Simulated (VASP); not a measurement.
# Mg (I4/mmm) in VASP: further runs

The runs below take Mg through single point, with LDA.

Everything below comes from runs of VASP 6.6.1. Logs are shortened: lines on timing, memory, paths and dates and some standing lists are left out, and cuts for length are marked.

### 1 The cell of the first run

The structure is tetragonal, space group I4/mmm (No. 139). The conventional cell has a = 2.936 Å, b = 2.936 Å, c = 4.489 Å, α = 90.00°, β = 90.00°, γ = 90.00°. Mg (site symmetry 4/mmm) is surrounded by 12 Mg at 2.94 to 3.06 Å.

This isn't the form of Mg at room conditions, which is hcp.

### 2 Single point, LDA (strain -0.0750 x Voigt [1, 1, 0, 0, 0, 0], atoms carried along)

Contents of INCAR:

```
ALGO     = Normal         # electronic algorithm
EDIFF    = 1E-7           # SCF threshold, eV
ENCUT    = 520            # plane-wave cutoff, eV
GGA      = CA             # functional
ISIF     = 2              # what is computed and relaxed
ISMEAR   = 0              # smearing method
LASPH    = T              # aspherical terms in the spheres
LCHARG   = T              # write CHGCAR
LELF     = T              # ELF
LREAL    = F              # projectors in reciprocal space
LVHAR    = T            
LWAVE    = F              # write WAVECAR
NBANDS   = 7              # bands
NELM     = 100            # most SCF steps
PREC     = Accurate       # precision mode
SIGMA    = 0.15           # smearing width, eV
```

Contents of KPOINTS:

```
k-points
0
Gamma
  18 18 18
```

Contents of POSCAR:

```
Mg
1.0
    0.0000000000      2.0759368000      2.2442560000
    2.0759368000      0.0000000000      2.2442560000
    2.0759368000      2.0759368000      0.0000000000
Mg
1
Direct
    0.0000000000      0.0000000000      0.0000000000
```

Potentials or basis: VASP PAW LDA potentials, release 64 (Mg).

Command:

```sh
cat potpaw_LDA.64/Mg/POTCAR > POTCAR
mpirun -np 1 vasp_std > vasp.out
```

OUTCAR:

```text
EDIFF = 1E-7
   ENCUT = 520
   GGA = CA
   ISIF = 2
   ISMEAR = 0
   LASPH = T
   LREAL = F
   NELM = 100
   PREC = Accurate

 ion  position               nearest neighbor table
   1  0.000  0.000  0.000-

  LATTYP: Found a body centered tetragonal cell.
 ALAT       =     2.9358179772
 C/A-ratio  =     1.5288795269

  Lattice vectors:

 A1 = (  -2.0759368000,   0.0000000000,   2.2442560000)
 A2 = (   2.0759368000,   0.0000000000,   2.2442560000)
 A3 = (   0.0000000000,   2.0759368000,  -2.2442560000)

Analysis of symmetry for initial positions (statically):
=====================================================================
 Subroutine PRICEL returns:
 Original cell was already a primitive cell.

 Routine SETGRP: Setting up the symmetry group for a
 body centered tetragonal supercell.

 Subroutine GETGRP returns: Found 16 space group operations
 (whereof 16 operations were pure point group operations)
 out of a pool of 16 trial point group operations.

The static configuration has the point symmetry D_4h.

Analysis of symmetry for dynamics (positions and initial velocities):
=====================================================================
 Subroutine PRICEL returns:
 Original cell was already a primitive cell.

 Routine SETGRP: Setting up the symmetry group for a
 body centered tetragonal supercell.

 Subroutine GETGRP returns: Found 16 space group operations
 (whereof 16 operations were pure point group operations)
 out of a pool of 16 trial point group operations.

The dynamic configuration has the point symmetry D_4h.

 Subroutine INISYM returns: Found 16 space group operations
 (whereof 16 operations are pure point group operations),
 and found     1 'primitive' translations

----------------------------------------------------------------------------------------

                                     Primitive cell

  volume of cell :      19.3433

  direct lattice vectors                    reciprocal lattice vectors
     0.000000000  2.075936800  2.244256000    -0.240855117  0.240855117  0.222790983
     2.075936800  0.000000000  2.244256000     0.240855117 -0.240855117  0.222790983
     2.075936800  2.075936800  0.000000000     0.240855117  0.240855117 -0.222790983

  length of vectors
     3.057155310  3.057155310  2.935817977     0.407011298  0.407011298  0.407011298

  position of ions in fractional coordinates (direct lattice)
     0.000000000  0.000000000  0.000000000

  ion indices of the primitive-cell ions
   primitive index   ion index
                 1           1

----------------------------------------------------------------------------------------

 KPOINTS: k-points

Automatic generation of k-mesh.
 Grid dimensions read from file:
 generate k-points for:   18   18   18

 Generating k-lattice:

  Cartesian coordinates                     Fractional coordinates (reciprocal lattice)
    -0.013380840  0.013380840  0.012377277     0.055555556 -0.000000000  0.000000000
     0.013380840 -0.013380840  0.012377277    -0.000000000  0.055555556  0.000000000
     0.013380840  0.013380840 -0.012377277     0.000000000  0.000000000  0.055555556

  Length of vectors
     0.022611739  0.022611739  0.022611739

  Shift w.r.t. Gamma in fractional coordinates (k-lattice)
     0.000000000  0.000000000  0.000000000

 Subroutine IBZKPT returns following result:
 ===========================================

 Found    480 irreducible k-points:

 Following reciprocal coordinates:
            Coordinates               Weight
  0.000000  0.000000  0.000000      1.000000
  0.055556 -0.000000  0.000000      8.000000
  0.111111 -0.000000  0.000000      8.000000
  0.166667  0.000000  0.000000      8.000000
  0.222222 -0.000000  0.000000      8.000000
  0.277778 -0.000000  0.000000      8.000000
[... 16 lines left out ...]
 -0.277778  0.055556  0.000000      8.000000
 -0.222222  0.055556  0.000000      8.000000
 [... further k-points ...]
   k-points           NKPTS =    480   k-points in BZ     NKDIM =    480   number of bands    NBANDS=      7
   number of dos      NEDOS =    301   number of ions     NIONS =      1
   total plane-waves  NPLWV =  13824
   dimension x,y,z NGX =    24 NGY =   24 NGZ =   24
   dimension x,y,z NGXF=    48 NGYF=   48 NGZF=   48
   ions per type =               1
   NGX,Y,Z   is equivalent  to a cutoff of  13.05, 13.05, 13.59 a.u.
   NGXF,Y,Z  is equivalent  to a cutoff of  26.10, 26.10, 27.18 a.u.
 SYSTEM =  unknown system
   PREC   = accura    normal or accurate (medium, high low for compatibility)
   ISTART =      0    job   : 0-new  1-cont  2-samecut
   ICHARG =      2    charge: 1-file 2-atom 10-const
   ISPIN  =      1    spin polarized calculation?
   LNONCOLLINEAR =      F non collinear calculations
   LSORBIT =      F    spin-orbit coupling
   LASPH  =      T    aspherical Exc in radial PAW
   ENCUT  =  520.0 eV  38.22 Ry    6.18 a.u.   5.68  5.68  5.46*2*pi/ulx,y,z
   NELM   =    100;   NELMIN=  2; NELMDL= -5     # of ELM steps
   EDIFF  = 0.1E-06   stopping-criterion for ELM
   LREAL  =      F    real-space projection
   EDIFFG = 0.1E-05   stopping-criterion for IOM
   NSW    =      0    number of steps for IOM
   IBRION =     -1    ionic relax: 0-MD 1-quasi-New 2-CG
   NFREE  =      0    steps in history (QN), initial steepest desc. (CG)
   ISIF   =      2    stress and relaxation
   ISYM   =      2    0-nonsym 1-usesym 2-fastsym
   POTIM  = 0.5000    time-step for ionic-motion
   TEBEG  =    0.0;   TEEND  =   0.0 temperature during run
   PSTRESS=    0.0 pullay stress
   NELECT =       2.0000    total number of electrons
   NUPDOWN=      -1.0000    fix difference up-down
   EMIN   =  10.00;   EMAX   =-10.00  energy-range for DOS
   EFERMI =   0.00;   METHOD = LEGACY
   ISMEAR =     0;   SIGMA  =   0.15  broadening in eV -4-tet -1-fermi 0-gaus
   EFERMI_NEDOS =   21; number of points for ismear=-14 and -15
   IALGO  =     38    algorithm
   IMIX   =      4    mixing-type and parameters
     AMIX     =   0.40;   BMIX     =  1.00
     AMIX_MAG =   1.60;   BMIX_MAG =  1.00
  volume/ion in A,a.u.               =      19.34       130.54
  Fermi-wavevector in a.u.,A,eV,Ry     =   0.768377  1.452023  8.032933  0.590404
  Thomas-Fermi vector in A             =   1.869137
   LORBIT       =      0    0 simple, 1 ext, 2 COOP (PROOUT), +10 PAW based schemes
   GGA     = CA    functional components
   LHFCALC =     F    Hartree Fock is set to
   AEXX    =    0.0000 exact exchange contribution
   IVDW    =     0    specifies the selected vdW correction
   LEPSILON=     F    determine dielectric tensor
   LRPA    =     F    only Hartree local field effects (RPA)
 non-spin polarized calculation
 Gauss-broadening in eV      SIGMA  =   0.15
  energy-cutoff  :      520.00
  volume of cell :       19.34
 maximum number of plane-waves:       549
   NGX = 11   NGY = 11   NGZ = 11

 number of electron       2.0000000 magnetization

 Free energy of the ion-electron system (eV)
  ---------------------------------------------------
  ext. energy  EPLUGINS =         0.00000000
  ---------------------------------------------------
  free energy    TOTEN  =        -1.75691950 eV

  energy without entropy =       -1.75242056  energy(sigma->0) =       -1.75467003

 E-fermi :   3.4136     XC(G=0):  -9.2502

 val. band max:        3.3977931135   @ k =  -0.3333   0.4444   0.1111
 cond. band min:       3.4179385082   @ k =  -0.3333   0.3889   0.1111
 fundamental gap:      0.0201453947
 Fermi energy:         3.4135535135

 k-point     1 :       0.0000    0.0000    0.0000
  band No.  band energies     occupation
      1      -4.2659      2.00000
      2      16.4215      0.00000
      3      17.0867      0.00000
      4      17.0867      0.00000
      5      19.5843      0.00000
      6      19.5843      0.00000
      7      19.6331      0.00000

 k-point     2 :       0.0556   -0.0000    0.0000
  band No.  band energies     occupation
      1      -4.1888      2.00000
      2      15.6045      0.00000
      3      16.5407      0.00000
      4      16.9787      0.00000
      5      19.5004      0.00000
      6      19.8132      0.00000
      7      19.9760      0.00000

 k-point     3 :       0.1111   -0.0000    0.0000
  band No.  band energies     occupation
      1      -3.9579      2.00000
      2      13.7127      0.00000
      3      16.1285      0.00000
      4      16.7441      0.00000
      5      19.1442      0.00000
      6      20.0970      0.00000
      7      20.4074      0.00000

 k-point     4 :       0.1667    0.0000    0.0000
  band No.  band energies     occupation
      1      -3.5745      2.00000
      2      11.7358      0.00000
      3      15.7261      0.00000
      4      16.5066      0.00000
      5      18.5981      0.00000
      6      19.4247      0.00000
      7      21.2139      0.00000

 k-point     5 :       0.2222   -0.0000    0.0000
  band No.  band energies     occupation
      1      -3.0409      2.00000
      2       9.8160      0.00000
      3      15.3709      0.00000
      4      16.3272      0.00000
      5      17.9183      0.00000
      6      18.9863      0.00000
      7      21.0826      0.00000
[... 161 lines left out ...]
 k-point    22 :      -0.3333    0.0556    0.0000
  band No.  band energies     occupation
      1      -1.1049      2.00000
      2       5.6673      0.00000
      3      13.2114      0.00000
      4      16.9335      0.00000
      5      17.8698      0.00000
      6      18.4478      0.00000
      7      19.2726      0.00000

 k-point    23 :      -0.2778    0.0556    0.0000
  band No.  band energies     occupation
      1      -1.9839      2.00000
      2       7.3386      0.00000
      3      13.3817      0.00000
      4      17.0895      0.00000
      5      18.4925      0.00000
      6      19.0017      0.00000
      7      19.3421      0.00000

 k-point    24 :      -0.2222    0.0556    0.0000
  band No.  band energies     occupation
      1      -2.7220      2.00000
      2       9.1195      0.00000
      3      13.6695      0.00000
      4      17.1976      0.00000
      5      19.0985      0.00000
      6      19.5969      0.00000
      7      19.7927      0.00000

 [... further k-points ...]

------------------------ aborting loop because EDIFF is reached ----------------------------------------

  FORCE on cell =-STRESS in cart. coord.  units (eV):
  Direction    XX          YY          ZZ          XY          YZ          ZX
  --------------------------------------------------------------------------------------
  -------------------------------------------------------------------------------------
  Total        0.7726686      0.7726686      0.4402410      0.0000000      0.0000000      0.0000000
  in kB       63.9989999     63.9989999     36.4645105      0.0000000      0.0000000      0.0000000
  external PRESSURE =      54.8208368 kB  Pullay stress =       0.0000000 kB

 VOLUME and BASIS-vectors are now :
 -----------------------------------------------------------------------------
  energy-cutoff  :      520.00
  volume of cell :       19.34
      direct lattice vectors                 reciprocal lattice vectors
     0.000000000  2.075936800  2.244256000    -0.240855117  0.240855117  0.222790983
     2.075936800  0.000000000  2.244256000     0.240855117 -0.240855117  0.222790983
     2.075936800  2.075936800  0.000000000     0.240855117  0.240855117 -0.222790983

 POSITION                                       TOTAL-FORCE (eV/Angst)
 -----------------------------------------------------------------------------------
      0.00000      0.00000      0.00000         0.000000      0.000000     -0.000000
 -----------------------------------------------------------------------------------
    total drift:                               -0.000000      0.000000      0.000000

  FREE ENERGIE OF THE ION-ELECTRON SYSTEM (eV)
  ---------------------------------------------------
  free  energy   TOTEN  =        -1.7569195034 eV

  energy  without entropy=       -1.7524205568  energy(sigma->0) =       -1.75467003
```

It took 26 s on 1 thread of Intel Xeon Platinum 8488C (Sapphire Rapids), shared host; peak memory 0.18 GiB.

What came out:

* Free energy: -1.7569 eV
* Pressure: 5.5 GPa
* Band gap on the k mesh: none (metal or under the smearing width)

Stress tensor (GPa, compression positive):
```
6.40 0.00 0.00
0.00 6.40 0.00
0.00 0.00 3.65
```

Levels at points of the mesh, in eV from the Fermi level:
| k point | band 1 | band 2 | band 3 | band 4 | band 5 |
| --- | --- | --- | --- | --- | --- |
| (0.00, 0.00, 0.00) | -7.68 | 13.01 | 13.67 | 13.67 | 16.17 |
| (0.50, 0.00, 0.00) | -1.95 | -1.30 | 11.30 | 12.36 | 13.00 |
| (0.50, 0.50, 0.00) | -0.96 | 0.07 | 7.04 | 8.72 | 8.72 |
| (0.50, 0.00, 0.50) | 0.13 | 1.28 | 6.19 | 7.30 | 7.59 |

### 3 Single point, LDA (strain +0.0375 x Voigt [1, 1, 0, 0, 0, 0], atoms carried along)

Contents of INCAR:

```
SYSTEM = Mg
ALGO = Normal
EDIFF = 1E-6
ENCUT = 520
GGA = CA
ISIF = 2
ISMEAR = 0
LASPH = .TRUE.
LCHARG = .FALSE.
LREAL = .FALSE.
LWAVE = .FALSE.
NBANDS = 7
NELM = 100
PREC = Accurate
SIGMA = 0.15
```

Contents of KPOINTS:

```
k-points
0
G
  18 18 18
  0 0 0
```

Contents of POSCAR:

```
Mg
1.0
    0.0000000000      2.3284156000      2.2442560000
    2.3284156000      0.0000000000      2.2442560000
    2.3284156000      2.3284156000      0.0000000000
Mg
1
Direct
    0.0000000000      0.0000000000      0.0000000000
```

Potentials or basis: VASP PAW LDA potentials, release 64 (Mg).

Command:

```sh
cat potpaw_LDA.64/Mg/POTCAR > POTCAR
mpirun -np 1 vasp_std > vasp.out
```

It took 24 s on 1 thread of Intel Xeon Platinum 8488C (Sapphire Rapids), shared host; peak memory 0.19 GiB.

It converged, with:

```yaml
Free_energy: -1.7635 eV
Pressure: -3.7 GPa
Band_gap_on_the_k_mesh: none (metal or under the smearing width)
```

Stress tensor (GPa, compression positive):
```
-3.86  0.00  0.00
 0.00 -3.86  0.00
 0.00  0.00 -3.45
```

Levels at points of the mesh, in eV from the Fermi level:
| k point | band 1 | band 2 | band 3 | band 4 | band 5 | band 6 |
| --- | --- | --- | --- | --- | --- | --- |
| (0.00, 0.00, 0.00) | -6.63 | 11.91 | 11.91 | 12.17 | 13.42 | 13.51 |
| (0.50, 0.00, 0.00) | -1.54 | -1.29 | 10.65 | 11.03 | 11.25 | 11.60 |
| (0.50, 0.50, 0.00) | 0.15 | 1.14 | 5.82 | 6.27 | 6.27 | 8.82 |
| (0.50, 0.00, 0.50) | -0.30 | 0.58 | 6.19 | 6.73 | 6.87 | 9.33 |
